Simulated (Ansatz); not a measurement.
# HfS2: the cost of one run

Method: DFT PBE+D3(BJ), scalar-relativistic, plane waves, PAW, in Ansatz 0.2.0.

2 further runs of the same task are left out: 2 set aside as unsound or not needed.

### 1 The starting structure

The structure is trigonal, space group P-3m1 (No. 164). The conventional cell has a = 3.606 Å, b = 3.606 Å, c = 5.770 Å, α = 90.00°, β = 90.00°, γ = 120.00°. Hf (site symmetry -3m) has 6 S at 2.54 Å as nearest neighbours. S (site symmetry 3m) is surrounded by 3 Hf at 2.54 Å.

Coordinates:

```xyz
3
Lattice="3.6059 0.0000 0.0000 -1.8029 3.1228 0.0000 0.0000 0.0000 5.7704" Properties=species:S:1:pos:R:3 pbc="T T T"
Hf    0.0000    0.0000    0.0000
S     1.8029    1.0409    4.3140
S     0.0000    2.0818    1.4564
```

It goes back to an entry of the Materials Project.

It is the result of an earlier relaxation at this level (volume 21.66 Å³/atom; gap on the mesh: 0.85 eV).

### 2 Static run: bands, density of states and charges

input.yaml reads:

```yaml
crystal:
  lattice:
    - [3.6058628294, 0.0, 0.0]
    - [-1.8029314147, 3.1227688128, 0.0]
    - [0.0, 0.0, 5.7703876524]
  atoms:
    - { symbol: Hf, position: [0.0, 0.0, 0.0] }
    - { symbol: S, position: [0.6666666667, 0.3333333333, 0.7476059812] }
    - { symbol: S, position: [0.3333333333, 0.6666666667, 0.2523940188] }
basis:
  ecutwfc: 420
kpoints:
  mp_grid: { grid: [12, 12, 6] }
  band_path:
    path:
      - [[0.0, 0.0, 0.0], [0.5, 0.0, 0.0], [0.33333333, 0.33333333, 0.0], [0.0, 0.0, 0.0], [0.0, 0.0, 0.5], [0.5, 0.0, 0.5], [0.33333333, 0.33333333, 0.5], [0.0, 0.0, 0.5]]
      - [[0.5, 0.0, 0.5], [0.5, 0.0, 0.0]]
      - [[0.33333333, 0.33333333, 0.5], [0.33333333, 0.33333333, 0.0]]
    npoints: 14
hamiltonian:
  xc: pbe
  dispersion: d3bj
scf:
  occupations: { method: gaussian, width: 0.02 }
  n_extra_bands: 7
output:
  forces: true
  stress: true
  eigenvalues: true
  populations: true
  dos: { projected: true, de: 0.02, nscf_kmesh: { grid: [18, 18, 9] } }
  bader: true
  write_density: true
  write_potential: true
  elf: true
  volumetric_format: npy
```

The run is started by

```sh
> ansatz run input.yaml --threads 1 --pin off --max-ram 2560MiB --backend cpu --events-out ev --progress --plain --runs-dir out
```

Q: Estimate wall time and peak memory on 1 thread of Arm Neoverse V1, shared host.

About 54 s, with a peak of 0.52 GiB.
